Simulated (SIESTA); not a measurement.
Crystal: Ge.

```
Ge
1.0
     1.39715   -2.60052    0.00000
     1.39715    2.60052    0.00000
     0.00000    0.00000    2.69823
Ge
1
Direct
  0.50000 0.50000 0.00000
```

This isn't the form of Ge at room conditions, which is diamond.

- Program: SIESTA 5.4.2
- Task: relaxation of cell and atoms
- Functional: LDA
- Potentials or basis: PseudoDojo 0.4 standard (LDA files)
- Basis: DZP (energy shift 0.003 Ry; two zetas on semicore shells)
- Grid cutoff: 800 Ry
- Energy shift: 0.003 Ry
- k mesh: 8 × 8 × 7
- Occupations: fermi-dirac, width 0.05 eV
- Spin: no spin polarisation

At the start: pressure -4.1 GPa; volume 19.61 Å³/atom.

**Question.** Where does the relaxation end?

**Answer.** Over 22 steps the energy falls by 32.4 meV/atom and the volume is 18.19 Å³/atom (-7.2 %); space group P6/mmm (No. 191, to 0.05 Å).

Step by step:
```csv
step,energy change (eV),largest force (eV/Å),pressure (GPa),volume (Å³)
1,0.0000,0.0000,-4.06,19.61
2,-0.0148,0.0000,-2.34,18.97
3,-0.0238,0.0000,0.27,18.20
4,-0.0203,0.0000,3.73,17.45
5,-0.0242,0.0000,0.68,18.10
6,-0.0319,0.0000,0.68,18.03
7,-0.0287,0.0000,1.15,17.94
8,-0.0322,0.0000,0.73,18.01
9,-0.0306,0.0000,-0.78,18.43
10,-0.0322,0.0000,-0.08,18.21
11,-0.0312,0.0000,-0.93,18.40
12,-0.0322,0.0000,-0.08,18.21
13,-0.0322,0.0000,-0.08,18.21
14,-0.0322,0.0000,-0.08,18.21
15,-0.0322,0.0000,-0.08,18.21
16,-0.0322,0.0000,-0.08,18.21
17,-0.0322,0.0000,-0.08,18.21
18,-0.0322,0.0000,-0.08,18.21
19,-0.0322,0.0000,-0.07,18.21
20,-0.0323,0.0000,-0.06,18.20
21,-0.0323,0.0000,-0.05,18.20
22,-0.0324,0.0000,-0.04,18.19
```

Final structure:
```cif
data_structure
_symmetry_space_group_name_H-M 'P 1'
_symmetry_Int_Tables_number 1
_cell_length_a 2.8203
_cell_length_b 2.8203
_cell_length_c 2.6407
_cell_angle_alpha 90.000
_cell_angle_beta 90.000
_cell_angle_gamma 119.984
_cell_volume 18.19
loop_
_atom_site_label
_atom_site_type_symbol
_atom_site_fract_x
_atom_site_fract_y
_atom_site_fract_z
_atom_site_occupancy
Ge1 Ge 0.50000 0.50000 0.00000 1
```

Caveat: the basis of atomic orbitals isn't converged, which shifts pressures, moduli and gaps.
